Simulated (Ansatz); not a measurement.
# Dielectric response of NaH (110) films

Aim: the electronic and static ε of rocksalt NaH (110) from films of three thicknesses in a field.

Main program and level: Ansatz 0.2.0; plane-wave DFT, PBEsol, Ansatz PAW, in the first sound run; inputs show where later runs differ.

**1. The structure**

The cell holds 10 atoms: 5 Na and 5 H. Its edges and angles: a = 3.451 Å, b = 4.880 Å, c = 24.901 Å, α = 90.0°, β = 90.0°, γ = 90.0°. It derives from NaH (rocksalt NaH). Vacuum lies along c.

**2. Relaxation, 10 atoms, units 5**

The structure is relaxed first, because levels and dipoles at a surface follow the positions of the outer atoms.

input.yaml reads:

```yaml
crystal:
  lattice:
    - [3.45068109, 0.0, 0.0]
    - [0.0, 4.88, 0.0]
    - [0.0, 0.0, 24.9013621844]
  atoms:
    - { symbol: Na, position: [0.5, 0.5, 0.3614260109] }
    - { symbol: H, position: [0.5, 0.0, 0.3614260109] }
    - { symbol: Na, position: [0.0, 0.0, 0.4307130054] }
    - { symbol: H, position: [0.0, 0.5, 0.4307130054] }
    - { symbol: Na, position: [0.5, 0.5, 0.5] }
    - { symbol: H, position: [0.5, 0.0, 0.5] }
    - { symbol: Na, position: [0.0, 0.0, 0.5692869946] }
    - { symbol: H, position: [0.0, 0.5, 0.5692869946] }
    - { symbol: Na, position: [0.5, 0.5, 0.6385739891] }
    - { symbol: H, position: [0.5, 0.0, 0.6385739891] }
kpoints:
  mp_grid: { grid: [8, 6, 1] }
hamiltonian:
  xc: pbesol
scf:
  occupations: { method: fixed }
  convergence: { dr2_threshold: 1.0e-09 }
efield:
  axis: 3
  dipole_correction: true
  ramp_position: 0.97
  ramp_width: 0.06
relax:
  f_tol: 0.003
  max_steps: 100
output:
  write_potential: true
  write_density: true
  volumetric_format: npy
```

Run with:

```sh
ansatz run input.yaml --threads 4 --pin off --max-ram 6144MiB --backend cpu --events-out ev --progress --plain --runs-dir out
```

Numbers of over 12 decimals in the logs are rounded to 6 here.

What it wrote:

```text
Engine: ansatz 0.2.0, x86_64-unknown-linux-gnu
Pseudopotentials: kind: paw
Pseudopotential: Na, paw, valence charge 9, recommended cutoff 420 eV (normal), Na.paw.azcp
Pseudopotential: H, paw, valence charge 1, recommended cutoff 420 eV (normal), H.paw.azcp
Functional definition: PBEsol
  exchange = pbesol_x
  correlation = pbesol_c
Crystal: 10 atoms, lattice volume = 419.322 Å³
Basis set: ecut = 420 eV, 8169 PW (Γ), exchange–correlation on 48×72×360 points (8 copies of the dense FFT grid, shifted against one another)
Bands: 35, of which v1, the nominal top of the filled ones, is band 25 counted from 1 (24 counted from 0)
Symmetry: 4 space group operations
k-points: 20 of 48
Non-local potential: Na, projectors of the file, l = 0: 3, l = 1: 2, l = 2: 1
Non-local potential: H, projectors of the file, l = 0: 2, l = 1: 1
PAW form: soft (Blöchl's): semilocal exchange-correlation on the pseudo side does not see the compensation charge
PAW frozen core: Na, regenerated for the run's functional, and the local potential with it (the file was generated under x = pbe(κ = 0.804, μ = 0.219515), c = pbe(β = 0.066725))
PAW one-centre angular grid: Na, 110 points (default); XC on 64 Gauss nodes
PAW one-centre angular grid: H, 110 points (default); XC on 64 Gauss nodes
Initial density: superposition of atomic densities (neutral atoms: chi_scale 0, normalization atom), corrected by the library's trained network
Initial wavefunctions: pseudopotential atomic-orbital guess
Functional: x = pbesol(κ = 0.804, μ = 0.123457), c = pbesol(β = 0.046)
SCF iter   1: F=—  HF=-7458.432893 eV  |F-HF|=—  |Δ(HF+E_count)|=         —  Δρ=3.48e-3  dr2=5.43e-2  ethr=1.77e-3  p=0.000 e·Å  D=8.93e-14 V/Å  ΔV_dip=-0.00 eV  dr2_dipole=4.74e-12  V_vac-E_F(+/−)=3.67/3.67 eV  ⟨swp⟩=5.0  Hψ=2788  notcnv=0  defer=137
efield: sawtooth ramp at fractional position 0.9700 (set: `efield.ramp_position`, or a place that a band, a saddle search or an elastic batch's reference lends), width 0.0600; the density the first Hamiltonian is built on has a dipole p = 0.000 e·Å; the dipole correction subtracts the counter field D = 8.93e-14 V/Å, which shifts the + side's vacuum level by -0.00 eV against the − side's; the planar-averaged density in the ramp window peaks in size at 3.7e-6 e/Å³
preconditioner: auto → Resta (q_TF=auto, 1.914 Å⁻¹)  ε∞=1.9  [insulator: Δε(μ)=2.288 eV  Ē_g=6.209 eV  n_scr=46 (ndim 8)  ℏωp=5.7 eV  f_vac=0.611  ε∞_Penn≈1.9  vacuum switching on, ρ_ref=2.8e-3 e/Å³]
SCF iter   2: F=—  HF=-7458.417554 eV  |F-HF|=—  |Δ(HF+E_count)|=   1.53e-2  Δρ=1.13e-3  dr2=5.53e-3  ethr=1.09e-4  p=-0.000 e·Å  D=-2.25e-7 V/Å  ΔV_dip=0.00 eV  dr2_dipole=1.41e-11  V_vac-E_F(+/−)=3.83/3.83 eV  ⟨swp⟩=2.1  Hψ=981  notcnv=0  defer=159
density mixer auto → msr1: gapped (density of states about μ 0.02 of a free-electron gas's, 46 screened modes)
SCF iter   3: F=—  HF=-7458.416976 eV  |F-HF|=—  |Δ(HF+E_count)|=   5.78e-4  Δρ=1.32e-4  dr2=1.12e-4  ethr=1.11e-5  p=0.000 e·Å  D=1.11e-6 V/Å  ΔV_dip=-0.00 eV  dr2_dipole=1.38e-11  V_vac-E_F(+/−)=3.87/3.87 eV  ⟨swp⟩=2.6  Hψ=806  notcnv=0  defer=160
SCF iter   4: F=—  HF=-7458.417157 eV  |F-HF|=—  |Δ(HF+E_count)|=   1.82e-4  Δρ=4.24e-5  dr2=9.66e-6  ethr=2.24e-7  p=-0.000 e·Å  D=-5.64e-7 V/Å  ΔV_dip=0.00 eV  dr2_dipole=4.71e-12  V_vac-E_F(+/−)=3.87/3.87 eV  ⟨swp⟩=2.0  Hψ=781  notcnv=0  defer=160
SCF iter   5: F=—  HF=-7458.417180 eV  |F-HF|=—  |Δ(HF+E_count)|=   2.22e-5  Δρ=7.66e-6  dr2=2.04e-7  ethr=1.93e-8  p=0.000 e·Å  D=7.58e-7 V/Å  ΔV_dip=-0.00 eV  dr2_dipole=7.86e-12  V_vac-E_F(+/−)=3.87/3.87 eV  ⟨swp⟩=2.0  Hψ=780  notcnv=0  defer=154
SCF iter   6: F=—  HF=-7458.417202 eV  |F-HF|=—  |Δ(HF+E_count)|=   2.28e-5  Δρ=1.96e-6  dr2=1.78e-8  ethr=4.08e-10  p=-0.000 e·Å  D=-3.09e-7 V/Å  ΔV_dip=0.00 eV  dr2_dipole=1.20e-12  V_vac-E_F(+/−)=3.87/3.87 eV  ⟨swp⟩=2.0  Hψ=1203  notcnv=0  defer=127
SCF iter   7: F=—  HF=-7458.417202 eV  |F-HF|=—  |Δ(HF+E_count)|=   5.25e-8  Δρ=6.51e-7  dr2=1.46e-9  ethr=3.56e-11  p=0.000 e·Å  D=2.18e-7 V/Å  ΔV_dip=-0.00 eV  dr2_dipole=6.05e-13  V_vac-E_F(+/−)=3.87/3.87 eV  ⟨swp⟩=2.0  Hψ=1146  notcnv=0  defer=127
SCF iter   8: F=-7458.417202 eV  HF=-7458.417202 eV  |F-HF|=4.39e-10  |Δ(HF+E_count)|=  1.56e-10  Δρ=1.19e-7  dr2=6.19e-11  ethr=2.00e-12  p=-0.000 e·Å  D=-1.71e-8 V/Å  ΔV_dip=0.00 eV  dr2_dipole=4.54e-15  V_vac-E_F(+/−)=3.87/3.87 eV  ⟨swp⟩=7.0  Hψ=3220  notcnv=0
SCF 1 converged in 8 iterations: F = -7458.417202 eV  dr2 = 6.19e-11
  greatest PAW one-centre occupation: 0.999 electrons in one spin orbital (limit 2), on the Na atom at site 8 (counted from 0), in its partial waves of l = 0
relax step   1: F+E_penalty+E_count = -7458.41720238 eV  Δ(F+E_penalty+E_count) = +0.000e0 eV  max|allowed force component| = 2.995e-1 eV/Å  Δτ_max = 0.0000 Å  (8 SCF iters, accepted)
Initial density: handed on by an earlier stage of this run
Initial wavefunctions: those handed on with the density
iter 1 solved again at ethr=4.24e-5 eV; its pass at ethr=3.10e-3 eV (dr2=2.12e-2 eV) is discarded
SCF iter   1: F=—  HF=-7458.478939 eV  |F-HF|=—  |Δ(HF+E_count)|=         —  Δρ=1.93e-3  dr2=2.09e-2  ethr=4.24e-5  p=-0.000 e·Å  D=-1.71e-8 V/Å  ΔV_dip=0.00 eV  dr2_dipole=1.55e-14  V_vac-E_F(+/−)=3.92/3.92 eV  ⟨swp⟩=1.7  Hψ=2648  notcnv=0  defer=145
efield: sawtooth ramp at fractional position 0.9700 (set: `efield.ramp_position`, or a place that a band, a saddle search or an elastic batch's reference lends), width 0.0600; the density the first Hamiltonian is built on has a dipole p = -0.000 e·Å; the dipole correction subtracts the counter field D = -1.71e-8 V/Å, which shifts the + side's vacuum level by +0.00 eV against the − side's; the planar-averaged density in the ramp window peaks in size at 1.3e-5 e/Å³
preconditioner: auto → Resta (q_TF=auto, 1.914 Å⁻¹)  ε∞=1.8  [insulator: Δε(μ)=2.706 eV  Ē_g=6.606 eV  n_scr=46 (ndim 8)  ℏωp=5.7 eV  f_vac=0.620  ε∞_Penn≈1.8  vacuum switching on, ρ_ref=3.2e-3 e/Å³]
SCF iter   2: F=—  HF=-7458.483028 eV  |F-HF|=—  |Δ(HF+E_count)|=   4.09e-3  Δρ=9.05e-4  dr2=5.41e-3  ethr=4.18e-5  p=0.000 e·Å  D=6.00e-9 V/Å  ΔV_dip=-0.00 eV  dr2_dipole=8.35e-15  V_vac-E_F(+/−)=4.00/4.00 eV  ⟨swp⟩=2.9  Hψ=765  notcnv=0  defer=160  κ⁻¹=1.0e0(r=1)
density mixer auto → broyden: gapped, where msr1 would fit the directions that read negative (density of states about μ 0.01 of a free-electron gas's, 46 screened modes)
[...]
SCF iter   5: F=—  HF=-7458.509866 eV  |F-HF|=—  |Δ(HF+E_count)|=   1.07e-5  Δρ=1.75e-5  dr2=1.86e-6  ethr=6.37e-8  p=-0.000 e·Å  D=-5.14e-9 V/Å  ΔV_dip=0.00 eV  dr2_dipole=9.02e-17  V_vac-E_F(+/−)=4.00/4.00 eV  ⟨swp⟩=2.0  Hψ=716  notcnv=0  defer=128  κ⁻¹=4.7e-5(r=4)
SCF iter   6: F=—  HF=-7458.509889 eV  |F-HF|=—  |Δ(HF+E_count)|=   2.29e-5  Δρ=4.91e-6  dr2=8.14e-8  ethr=3.73e-9  p=-0.000 e·Å  D=-1.32e-8 V/Å  ΔV_dip=0.00 eV  dr2_dipole=4.73e-15  V_vac-E_F(+/−)=4.00/4.00 eV  ⟨swp⟩=2.0  Hψ=800  notcnv=0  defer=116  κ⁻¹=1.5e-6(r=5)
SCF iter   7: F=—  HF=-7458.509889 eV  |F-HF|=—  |Δ(HF+E_count)|=   2.21e-7  Δρ=1.31e-6  dr2=1.01e-8  ethr=1.63e-10  p=0.000 e·Å  D=1.88e-8 V/Å  ΔV_dip=-0.00 eV  dr2_dipole=1.97e-15  V_vac-E_F(+/−)=4.00/4.00 eV  ⟨swp⟩=2.0  Hψ=734  notcnv=0  defer=121  κ⁻¹=1.1e-7(r=6)
SCF iter   8: F=-7458.509889 eV  HF=-7458.509889 eV  |F-HF|=4.90e-9  |Δ(HF+E_count)|=   1.84e-8  Δρ=2.04e-7  dr2=1.87e-10  ethr=2.00e-12  p=0.000 e·Å  D=3.87e-9 V/Å  ΔV_dip=-0.00 eV  dr2_dipole=3.60e-16  V_vac-E_F(+/−)=4.00/4.00 eV  ⟨swp⟩=5.3  Hψ=3397  notcnv=0
SCF 3 converged in 8 iterations: F = -7458.509889 eV  dr2 = 1.87e-10
relax step   3: F+E_penalty+E_count = -7458.50988941 eV  Δ(F+E_penalty+E_count) = -1.983e-2 eV  max|allowed force component| = 2.468e-2 eV/Å  Δτ_max = 0.1360 Å  (8 SCF iters, accepted)
[...]
relax step   4: F+E_penalty+E_count = -7458.51026454 eV  Δ(F+E_penalty+E_count) = -3.751e-4 eV  max|allowed force component| = 3.736e-3 eV/Å  Δτ_max = 0.0153 Å  (7 SCF iters, accepted)
SCF iter   1: F=—  HF=-7458.510258 eV  |F-HF|=—  |Δ(HF+E_count)|=         —  Δρ=1.27e-5  dr2=2.99e-6  ethr=5.47e-8  p=0.000 e·Å  D=3.29e-9 V/Å  ΔV_dip=-0.00 eV  dr2_dipole=8.12e-16  V_vac-E_F(+/−)=3.98/3.98 eV  ⟨swp⟩=2.9  Hψ=1186  notcnv=0  defer=160
efield: sawtooth ramp at fractional position 0.9700 (set: `efield.ramp_position`, or a place that a band, a saddle search or an elastic batch's reference lends), width 0.0600; the density the first Hamiltonian is built on has a dipole p = 0.000 e·Å; the dipole correction subtracts the counter field D = 3.29e-9 V/Å, which shifts the + side's vacuum level by -0.00 eV against the − side's; the planar-averaged density in the ramp window peaks in size at 5.7e-6 e/Å³
preconditioner: auto → Resta (q_TF=auto, 1.914 Å⁻¹)  ε∞=1.8  [insulator: Δε(μ)=2.560 eV  Ē_g=6.532 eV  n_scr=46 (ndim 8)  ℏωp=5.7 eV  f_vac=0.625  ε∞_Penn≈1.8  vacuum switching on, ρ_ref=3.1e-3 e/Å³]
SCF iter   2: F=—  HF=-7458.510274 eV  |F-HF|=—  |Δ(HF+E_count)|=   1.57e-5  Δρ=8.76e-6  dr2=6.56e-7  ethr=5.98e-9  p=-0.000 e·Å  D=-4.76e-9 V/Å  ΔV_dip=0.00 eV  dr2_dipole=1.40e-15  V_vac-E_F(+/−)=3.98/3.98 eV  ⟨swp⟩=1.6  Hψ=883  notcnv=0  defer=88  κ⁻¹=1.0e0(r=1)
density mixer auto → broyden: gapped, where msr1 would fit the directions that read negative (density of states about μ 0.02 of a free-electron gas's, 46 screened modes)
SCF iter   3: F=—  HF=-7458.510274 eV  |F-HF|=—  |Δ(HF+E_count)|=   4.78e-8  Δρ=3.65e-6  dr2=9.87e-8  ethr=1.31e-9  p=-0.000 e·Å  D=-1.88e-8 V/Å  ΔV_dip=0.00 eV  dr2_dipole=3.42e-15  V_vac-E_F(+/−)=3.98/3.98 eV  ⟨swp⟩=2.0  Hψ=695  notcnv=0  defer=91  κ⁻¹=6.1e-2(r=2)
SCF iter   4: F=—  HF=-7458.510274 eV  |F-HF|=—  |Δ(HF+E_count)|=   4.78e-8  Δρ=6.70e-7  dr2=1.65e-9  ethr=1.97e-10  p=0.000 e·Å  D=9.13e-9 V/Å  ΔV_dip=-0.00 eV  dr2_dipole=5.30e-16  V_vac-E_F(+/−)=3.99/3.99 eV  ⟨swp⟩=2.0  Hψ=743  notcnv=0  defer=90  κ⁻¹=6.4e-4(r=3)
SCF iter   5: F=-7458.510274 eV  HF=-7458.510274 eV  |F-HF|=1.93e-9  |Δ(HF+E_count)|=   2.52e-8  Δρ=1.49e-7  dr2=1.33e-10  ethr=2.00e-12  p=-0.000 e·Å  D=-1.18e-9 V/Å  ΔV_dip=0.00 eV  dr2_dipole=7.03e-17  V_vac-E_F(+/−)=3.99/3.99 eV  ⟨swp⟩=7.0  Hψ=3205  notcnv=0
SCF 5 converged in 5 iterations: F = -7458.510274 eV  dr2 = 1.33e-10
relax step   5: F+E_penalty+E_count = -7458.51027388 eV  Δ(F+E_penalty+E_count) = -9.344e-6 eV  max|allowed force component| = 5.091e-5 eV/Å  Δτ_max = 0.0014 Å  (5 SCF iters, accepted)
NSCF: frozen V_eff on 20 k-points
the band table was solved once a step of the walk had ended and its energy, with any forces and stress, was formed, with the checks that follow a solve (4571 applications of the Hamiltonian). They found nothing against the state; the energy, forces and stress were not computed again (output.eigenvalues in the input reference)
SCF converged after 5 iterations
Stability not checked: this state was not tested for a lower state beside it, because the mixer in use, unlike msr1, does not test its closes by its own steps (another_mixer; see scf.mixing.algorithm and scf.lower_state_search)
Free energy (F): -7458.510274 eV
Harris-Foulkes:  -7458.510274 eV  (|F-HF|=1.93e-9)
Internal energy: -7458.510274 eV  (E = F + TS)
E sigma→0 (E₀):  -7458.510274 eV
Fermi energy:    -2.200863 eV
Dipole field:    D = 0.000000 V/Å  (p = 0.000000 e·Å, saw-weighted, corrected)
Work function:   Φ+ = 3.9852 eV   Φ− = 3.9852 eV
Levels:          The Fermi level and band energies are counted from a zero that moves with the ramp; work functions are not
--- Per-component energies (eV) ---
  E_band       = -1310.598054
  E_kinetic    = 667.387527
  E_local      = -32072.571205  (includes V_loc(G=0)·N_el)
  E_nonlocal   = 586.063519
  E_hartree    = 15004.690996
  E_xc         = -234.695268
  E_vxc        = -303.867632  (∫ρ·V_xc dr)
  E_paw        = -1268.986036  (= ΣΔE_a)
  E_vpaw       = -196.987160  (= ΣTr[D̂ρ^β])
  E_aug_tail   = -0.005430  (compensation charges beyond the density's cutoff)
  E_efield     = 0.000000  (sawtooth field / dipole correction)
  E_vefield    = 0.000000  (∫n·V_field dr)
  E_ewald      = 9859.332155
  E_core_change = 0.273469  (= ΣΔE_core)
  E_smearing   = -0.000000  (= −TS)
  E_closure    = 0.000000  (closes the sum)
  Σ components = -7458.510274   (vs F -7458.510274, Δ=0.00e0)
--- Forces (eV/Å), atoms counted from 1 ---
  atom   1  Na    -0.00000000     0.00000000     0.00000685
  atom   2  H     -0.00000000     0.00000000     0.00003195
  atom   3  Na     0.00000000    -0.00000000    -0.00000968
  atom   4  H      0.00000000    -0.00000000    -0.00005090
  atom   5  Na    -0.00000000    -0.00000000     0.00000002
  atom   6  H      0.00000000     0.00000000    -0.00000009
  atom   7  Na    -0.00000000     0.00000000     0.00000973
  atom   8  H     -0.00000000     0.00000000     0.00005088
  atom   9  Na     0.00000000    -0.00000000    -0.00000684
  atom  10  H      0.00000000    -0.00000000    -0.00003190
  max |Σ_I F_I| component: 9.26e-9 eV/Å
--- Band table (eV; the first three rows and the last of 20) ---
  k-point 0: bands = [... 21 lower, -5.1094, -3.5779, -2.7481, -2.7434, 0.8677, 0.9797, 1.9507, 1.9899, ... 6 higher]
  k-point 1: bands = [... 21 lower, -4.9728, -3.4981, -3.0733, -2.8714, 0.7397, 0.9355, 2.0022, 2.2198, ... 6 higher]
  k-point 2: bands = [... 21 lower, -4.5957, -3.8744, -3.2639, -3.2527, 0.6340, 0.6899, 2.0106, 2.4708, ... 6 higher]
  k-point 19: bands = [... 21 lower, -3.1947, -3.1674, -2.4846, -2.2009, 1.0838, 1.3669, 1.9922, 2.5138, ... 6 higher]
--- Relaxed structure (5 steps of the walk, 5 accepted, 0 SCFs on fresh bases) ---
  F+E_penalty+E_count = -7458.51027388 eV   max|allowed force component| = 5.091e-5 eV/Å
  atoms:
    - { symbol: Na, position: [0.5, 0.500000, 0.370505] }
    - { symbol: H, position: [0.5, 0, 0.368388] }
    - { symbol: Na, position: [3.343053967328398e-19, 0, 0.429878] }
    - { symbol: H, position: [-1.8357303330036743e-19, 0.500000, 0.431171] }
    - { symbol: Na, position: [0.5, 0.500000, 0.500000] }
    - { symbol: H, position: [0.5, 0, 0.500000] }
    - { symbol: Na, position: [-3.343053623381447e-19, 0, 0.570122] }
    - { symbol: H, position: [1.835731110195313e-19, 0.500000, 0.568829] }
    - { symbol: Na, position: [0.5, 0.500000, 0.629495] }
    - { symbol: H, position: [0.5, 0, 0.631612] }
```

Run time: 16 s. Hardware: 4 threads of Intel Xeon Platinum 8488C (Sapphire Rapids), shared host; peak memory 0.84 GiB; 59 s of CPU time.

Relaxation path:

| step | energy less that of the first step (eV) | largest force component (eV/Å) |
| --- | --- | --- |
| 1 | 0.0000 | 0.2995 |
| 2 | -0.0729 | 0.1591 |
| 3 | -0.0927 | 0.0247 |
| 4 | -0.0931 | 0.0037 |
| 5 | -0.0931 | 0.0001 |

Forces are held to the 4 operations that the run works with; a distortion that breaks them can't arise in this run.

The atoms that moved most (Å):

| atom | dx | dy | dz | length |
| --- | --- | --- | --- | --- |
| Na9 | 0.000 | 0.000 | -0.226 | 0.226 |
| Na1 | 0.000 | 0.000 | 0.226 | 0.226 |
| H10 | 0.000 | 0.000 | -0.173 | 0.173 |
| H2 | 0.000 | 0.000 | 0.173 | 0.173 |
| Na3 | 0.000 | 0.000 | -0.021 | 0.021 |
| Na7 | 0.000 | 0.000 | 0.021 | 0.021 |
| H8 | 0.000 | 0.000 | -0.011 | 0.011 |
| H4 | 0.000 | 0.000 | 0.011 | 0.011 |

This step gave:

* gap on the k-mesh: 2.559 eV
* dipole along the normal: 1.53e-8 e·Å
* ionisation energy, upper face: 3.985 eV
* electron affinity, upper face: 1.426 eV

Running mean over 1.725 Å of the planar mean; the ramp of the sawtooth is left out. Table of electron's electrostatic potential energy less the highest filled level by z:

| z (Å) | electron's electrostatic potential energy less the highest filled level (eV) |
| --- | --- |
| 3.5 | 3.99 |
| 4.0 | 3.99 |
| 4.5 | 3.99 |
| 5.0 | 3.98 |
| 5.5 | 3.98 |
| 6.0 | 3.98 |
| 6.5 | 3.96 |
| 7.0 | 3.90 |
| 7.5 | 3.73 |
| 8.0 | 3.05 |
| 8.5 | 1.22 |
| 9.0 | 0.0339 |
| 9.5 | -0.530 |
| 10.0 | -1.03 |
| 10.5 | -0.471 |
| 11.0 | -0.191 |
| 11.5 | -0.0994 |
| 12.0 | -0.105 |
| 12.5 | -0.121 |
| 13.0 | -0.0991 |
| 13.5 | -0.109 |
| 14.0 | -0.220 |
| 14.5 | -0.591 |
| 15.0 | -1.02 |
| 15.5 | -0.394 |
| 16.0 | 0.175 |
| 16.5 | 1.60 |
| 17.0 | 3.28 |
| 17.5 | 3.78 |
| 18.0 | 3.92 |
| 18.5 | 3.97 |
| 19.0 | 3.98 |
| 19.5 | 3.98 |
| 20.0 | 3.98 |
| 20.5 | 3.99 |
| 21.0 | 3.99 |
| 21.5 | 3.99 |

The relaxation took 5 steps and lowered the energy by 0.093 eV; the largest force on the free atoms ends at 5.1e-5 eV/Å.

The gap is 2.56 eV, with the valence edge 3.99 eV and the conduction edge 1.43 eV under the upper vacuum level.

(Continued in part 2 of 5.)

[Logs are printed without paths, hosts, clocks, repeated set-up lines and the standing remarks that a program may print on its own settings, such as how far it seeks lower states.]

[Hosts, paths, dates, database ids (printed as entryN), source tags and the programs' standing remarks are cut or masked in the printed files.]

[Maps of the electrostatic potential energy from Ansatz leave out the sawtooth potential of an applied field or a dipole correction, so their vacuum need not be flat; planar profiles and work functions include it.]
